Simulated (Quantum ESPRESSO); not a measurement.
# MgS (Niningerite) (Fm-3m) in Quantum ESPRESSO: a series of runs, part 3 of 3

Quantum ESPRESSO 7.5. Earlier steps stand in the parts before.

## Step 4: Berry-phase polarisation, BLYP (atoms moved at random, drawn with an rms of 0.15 Å)

pw.in

```
&CONTROL
  calculation = 'scf'
  prefix = 'pwscf'
  outdir = './tmp'
  pseudo_dir = './pseudo'
  tprnfor = .true.
  tstress = .true.
  disk_io = 'low'
/
&SYSTEM
  ibrav = 0
  celldm(1) = 8
  nat = 2
  ntyp = 2
  ecutwfc = 45
  ecutrho = 360
  nbnd = 14
  input_dft = 'blyp'
  occupations = 'smearing'
  smearing = 'fd'
  degauss = 0.00367493
/
&ELECTRONS
  conv_thr = 4d-10
  electron_maxstep = 120
  mixing_beta = 0.5
/
ATOMIC_SPECIES
S     32.0600 s_pbe_v1.4.uspp.F.UPF
Mg    24.3050 mg_pbe_v1.4.uspp.F.UPF
CELL_PARAMETERS alat
  0.0000000000000   0.6145507465166   0.6145507465166
  0.6145507465166   0.0000000000000   0.6145507465166
  0.6145507465166   0.6145507465166   0.0000000000000
ATOMIC_POSITIONS crystal
S      0.5168350000    0.4561380000    0.5218030000
Mg     0.0159730000    0.0333670000   -0.0301570000
K_POINTS automatic
5 5 5 0 0 0
```

scf2.in

```
&CONTROL
  calculation = 'scf'
  prefix = 'pwscf'
  outdir = './tmp'
  pseudo_dir = './pseudo'
  tprnfor = .true.
  tstress = .true.
  disk_io = 'low'
/
&SYSTEM
  ibrav = 0
  celldm(1) = 8
  nat = 2
  ntyp = 2
  ecutwfc = 45
  ecutrho = 360
  nbnd = 14
  input_dft = 'blyp'
  occupations = 'fixed'
/
&ELECTRONS
  conv_thr = 1d-11
  electron_maxstep = 120
  mixing_beta = 0.5
  startingpot = 'file'
  startingwfc = 'file'
/
ATOMIC_SPECIES
S     32.0600 s_pbe_v1.4.uspp.F.UPF
Mg    24.3050 mg_pbe_v1.4.uspp.F.UPF
CELL_PARAMETERS alat
  0.0000000000000   0.6145507465166   0.6145507465166
  0.6145507465166   0.0000000000000   0.6145507465166
  0.6145507465166   0.6145507465166   0.0000000000000
ATOMIC_POSITIONS crystal
S      0.5168350000    0.4561380000    0.5218030000
Mg     0.0159730000    0.0333670000   -0.0301570000
K_POINTS automatic
5 5 5 0 0 0
```

berry1.in

```
&CONTROL
  calculation = 'nscf'
  prefix = 'pwscf'
  outdir = './tmp'
  pseudo_dir = './pseudo'
  disk_io = 'low'
  lberry = .true.
  gdir = 1
  nppstr = 10
/
&SYSTEM
  ibrav = 0
  celldm(1) = 8
  nat = 2
  ntyp = 2
  ecutwfc = 45
  ecutrho = 360
  input_dft = 'blyp'
  occupations = 'fixed'
  nosym = .true.
/
&ELECTRONS
  conv_thr = 1d-09
  electron_maxstep = 120
  mixing_beta = 0.5
  diago_david_ndim = 4
  startingwfc = 'random'
/
ATOMIC_SPECIES
S     32.0600 s_pbe_v1.4.uspp.F.UPF
Mg    24.3050 mg_pbe_v1.4.uspp.F.UPF
CELL_PARAMETERS alat
  0.0000000000000   0.6145507465166   0.6145507465166
  0.6145507465166   0.0000000000000   0.6145507465166
  0.6145507465166   0.6145507465166   0.0000000000000
ATOMIC_POSITIONS crystal
S      0.5168350000    0.4561380000    0.5218030000
Mg     0.0159730000    0.0333670000   -0.0301570000
K_POINTS automatic
10 5 5 0 0 0
```

berry2.in

```
&CONTROL
  calculation = 'nscf'
  prefix = 'pwscf'
  outdir = './tmp'
  pseudo_dir = './pseudo'
  disk_io = 'low'
  lberry = .true.
  gdir = 2
  nppstr = 10
/
&SYSTEM
  ibrav = 0
  celldm(1) = 8
  nat = 2
  ntyp = 2
  ecutwfc = 45
  ecutrho = 360
  input_dft = 'blyp'
  occupations = 'fixed'
  nosym = .true.
/
&ELECTRONS
  conv_thr = 1d-09
  electron_maxstep = 120
  mixing_beta = 0.5
  diago_david_ndim = 4
  startingwfc = 'random'
/
ATOMIC_SPECIES
S     32.0600 s_pbe_v1.4.uspp.F.UPF
Mg    24.3050 mg_pbe_v1.4.uspp.F.UPF
CELL_PARAMETERS alat
  0.0000000000000   0.6145507465166   0.6145507465166
  0.6145507465166   0.0000000000000   0.6145507465166
  0.6145507465166   0.6145507465166   0.0000000000000
ATOMIC_POSITIONS crystal
S      0.5168350000    0.4561380000    0.5218030000
Mg     0.0159730000    0.0333670000   -0.0301570000
K_POINTS automatic
5 10 5 0 0 0
```

berry3.in

```
&CONTROL
  calculation = 'nscf'
  prefix = 'pwscf'
  outdir = './tmp'
  pseudo_dir = './pseudo'
  disk_io = 'low'
  lberry = .true.
  gdir = 3
  nppstr = 10
/
&SYSTEM
  ibrav = 0
  celldm(1) = 8
  nat = 2
  ntyp = 2
  ecutwfc = 45
  ecutrho = 360
  input_dft = 'blyp'
  occupations = 'fixed'
  nosym = .true.
/
&ELECTRONS
  conv_thr = 1d-09
  electron_maxstep = 120
  mixing_beta = 0.5
  diago_david_ndim = 4
  startingwfc = 'random'
/
ATOMIC_SPECIES
S     32.0600 s_pbe_v1.4.uspp.F.UPF
Mg    24.3050 mg_pbe_v1.4.uspp.F.UPF
CELL_PARAMETERS alat
  0.0000000000000   0.6145507465166   0.6145507465166
  0.6145507465166   0.0000000000000   0.6145507465166
  0.6145507465166   0.6145507465166   0.0000000000000
ATOMIC_POSITIONS crystal
S      0.5168350000    0.4561380000    0.5218030000
Mg     0.0159730000    0.0333670000   -0.0301570000
K_POINTS automatic
5 5 10 0 0 0
```

Potentials or basis: GBRV 1.5 PBE.

The run is started by

```sh
$ OMP_NUM_THREADS=1 pw.x -in pw.in > pw.out
$ OMP_NUM_THREADS=1 pw.x -in scf2.in > scf2.out
$ OMP_NUM_THREADS=1 pw.x -in berry1.in > berry1.out
$ OMP_NUM_THREADS=1 pw.x -in berry2.in > berry2.out
$ OMP_NUM_THREADS=1 pw.x -in berry3.in > berry3.out
```

pw.out:

```text
This program is part of the open-source Quantum ESPRESSO suite
     for quantum simulation of materials; please cite
         "P. Giannozzi et al., J. Phys.:Condens. Matter 21 395502 (2009);
         "P. Giannozzi et al., J. Phys.:Condens. Matter 29 465901 (2017);
         "P. Giannozzi et al., J. Chem. Phys. 152 154105 (2020);
     in publications or presentations arising from this work. More details at

     IMPORTANT: XC functional enforced from input :
     Exchange-correlation= BLYP
                           (   1   3   1   3   0   0   0)
     Any further DFT definition will be discarded
     Please, verify this is what you really want

     G-vector sticks info
     --------------------
     sticks:   dense  smooth     PW     G-vecs:    dense   smooth      PW
     Sum        1189     595    187                27317     9721    1687

     Using Slab Decomposition

     bravais-lattice index     =            0
     lattice parameter (alat)  =       8.0000  a.u.
     unit-cell volume          =     237.6694 (a.u.)^3
     number of atoms/cell      =            2
     number of atomic types    =            2
     number of electrons       =        16.00
     number of Kohn-Sham states=           14
     kinetic-energy cutoff     =      45.0000  Ry
     charge density cutoff     =     360.0000  Ry
     scf convergence threshold =      4.0E-10
     mixing beta               =       0.5000
     number of iterations used =            8  plain     mixing
     Exchange-correlation= BLYP
                           (   1   3   1   3   0   0   0)

     celldm(1)=   8.000000  celldm(2)=   0.000000  celldm(3)=   0.000000
     celldm(4)=   0.000000  celldm(5)=   0.000000  celldm(6)=   0.000000

     crystal axes: (cart. coord. in units of alat)
               a(1) = (   0.000000   0.614551   0.614551 )
               a(2) = (   0.614551   0.000000   0.614551 )
               a(3) = (   0.614551   0.614551   0.000000 )

     reciprocal axes: (cart. coord. in units 2 pi/alat)
               b(1) = ( -0.813602  0.813602  0.813602 )
               b(2) = (  0.813602 -0.813602  0.813602 )
               b(3) = (  0.813602  0.813602 -0.813602 )

     PseudoPot. # 1 for S  read from file:
     s_pbe_v1.4.uspp.F.UPF
     Pseudo is Ultrasoft + core correction, Zval =  6.0
     Generated by new atomic code, or converted to UPF format
     Using radial grid of  907 points,  6 beta functions with:
                l(1) =   0
                l(2) =   0
                l(3) =   1
                l(4) =   1
                l(5) =   2
                l(6) =   2
     Q(r) pseudized with  8 coefficients,  rinner =    1.300   1.300   1.300
                                                       1.300   1.300

     PseudoPot. # 2 for Mg read from file:
     mg_pbe_v1.4.uspp.F.UPF
     Pseudo is Ultrasoft, Zval = 10.0
     Generated by new atomic code, or converted to UPF format
     Using radial grid of  821 points,  7 beta functions with:
                l(1) =   0
                l(2) =   0
                l(3) =   0
                l(4) =   1
                l(5) =   1
                l(6) =   2
                l(7) =   2
     Q(r) pseudized with  8 coefficients,  rinner =    1.200   1.200   1.200
                                                       1.200   1.200

     atomic species   valence    mass     pseudopotential
     S                 6.00    32.06000     S ( 1.00)
     Mg               10.00    24.30500     Mg( 1.00)

     No symmetry found

   Cartesian axes

     site n.     atom                  positions (alat units)
         1        S      tau(   1) = (   0.6009944   0.6382958   0.5979413  )
         2        Mg     tau(   2) = (   0.0019727  -0.0087168   0.0303219  )

     number of k points=    63  Fermi-Dirac smearing, width (Ry)=  0.0037
                       cart. coord. in units 2pi/alat
        k(    1) = (   0.0000000   0.0000000   0.0000000), wk =   0.0160000
        k(    2) = (   0.1627205   0.1627205  -0.1627205), wk =   0.0320000
        k(    3) = (   0.3254410   0.3254410  -0.3254410), wk =   0.0320000
        k(    4) = (   0.3254410  -0.0000000   0.0000000), wk =   0.0320000
        k(    5) = (   0.4881615   0.1627205  -0.1627205), wk =   0.0320000
        k(    6) = (  -0.1627205  -0.4881615   0.4881615), wk =   0.0320000
[... 55 lines left out ...]
        k(   62) = (   0.8136025  -0.1627205  -0.4881615), wk =   0.0320000
        k(   63) = (  -0.8136025   0.1627205  -0.4881615), wk =   0.0320000

     Dense  grid:    27317 G-vectors     FFT dimensions: (  45,  45,  45)

     Smooth grid:     9721 G-vectors     FFT dimensions: (  30,  30,  30)

     Initial potential from superposition of free atoms

     starting charge      15.6997, renormalised to      16.0000
     Starting wfcs are    9 randomized atomic wfcs +    5 random wfcs

     Self-consistent Calculation

     iteration #  1     ecut=    45.00 Ry     beta= 0.50
     Davidson diagonalization with overlap
     ethr =  1.00E-02,  avg # of iterations =  7.2

     total energy              =    -149.50096950 Ry
     estimated scf accuracy    <       0.19820350 Ry
[... 50 lines left out ...]
     iteration #  9     ecut=    45.00 Ry     beta= 0.50
     Davidson diagonalization with overlap
     ethr =  2.92E-12,  avg # of iterations =  2.1

     End of self-consistent calculation

          k = 0.0000 0.0000 0.0000 (  1243 PWs)   bands (ev):

   -68.4300 -35.2203 -35.2131 -35.2105  -6.0060   6.5273   6.5973   6.6469
    10.4763  14.6846  14.6937  14.7798  17.0162  17.0991
[... 308 lines left out ...]
   -68.4296 -35.2243 -35.2165 -35.2128  -4.4664   3.0254   4.0256   4.8562
    11.7164  13.8483  14.3939  16.5961  19.5057  20.4810

     the Fermi energy is     8.5586 ev

!    total energy              =    -149.53680955 Ry
     estimated scf accuracy    <          6.7E-11 Ry
     smearing contrib. (-TS)   =      -0.00000000 Ry
     internal energy E=F+TS    =    -149.53680955 Ry

     The total energy is F=E-TS. E is the sum of the following terms:
     one-electron contribution =     -99.05455178 Ry
     hartree contribution      =      51.43390859 Ry
     xc contribution           =     -25.43750180 Ry
     ewald contribution        =     -76.47866456 Ry

     convergence has been achieved in   9 iterations

     Forces acting on atoms (cartesian axes, Ry/au):

     atom    1 type  1   force =     0.00564100   -0.01373389    0.02403453
     atom    2 type  2   force =    -0.00564100    0.01373389   -0.02403453

     Total force =     0.039952     Total SCF correction =     0.000008

     Computing stress (Cartesian axis) and pressure

          total   stress  (Ry/bohr**3)                   (kbar)     P=       59.49
   0.00026187   0.00000748  -0.00001268           38.52        1.10       -1.87
   0.00000748   0.00038468   0.00002909            1.10       56.59        4.28
  -0.00001268   0.00002909   0.00056664           -1.87        4.28       83.36

=------------------------------------------------------------------------------=
   JOB DONE.
=------------------------------------------------------------------------------=
```

berry1.out:

```text
This program is part of the open-source Quantum ESPRESSO suite
     for quantum simulation of materials; please cite
         "P. Giannozzi et al., J. Phys.:Condens. Matter 21 395502 (2009);
         "P. Giannozzi et al., J. Phys.:Condens. Matter 29 465901 (2017);
         "P. Giannozzi et al., J. Chem. Phys. 152 154105 (2020);
[... 144 lines left out ...]

        The polarization direction is:  ( 0.00000 , 0.70711 , 0.70711 )

               ==================================================

=------------------------------------------------------------------------------=
   JOB DONE.
=------------------------------------------------------------------------------=
```

It took 65 s on 1 thread of Arm Neoverse V2, shared host; peak memory 0.14 GiB.

What came out:

```yaml
Free_energy: -2034.5519 eV
Pressure: 5.9 GPa
Largest_force: 0.726 eV/Å
Band_gap_on_the_k_mesh: 3.23 eV, indirect (least direct gap 3.83 eV)
```

Forces in eV/Å, atoms in the order of the input:
```
S    0.145 -0.353  0.618
Mg  -0.145  0.353 -0.618
```

Berry-phase polarisation along the lattice vectors (C/m²): -1.678, -1.371, 1.471; quanta: 3.348, 3.348, 3.348

Berry phases in units of 2π:
| direction | ionic | electronic | their sum is defined modulo |
| --- | --- | --- | --- |
| a1 | -0.739 | -0.263 | 2 |
| a2 | -0.929 | 0.110 | 2 |
| a3 | 0.829 | 0.049 | 2 |

Caveat: the potentials were made for another functional, which shifts forces and pressure; an odd mesh through Γ misses points on the zone boundary, where band edges often lie.
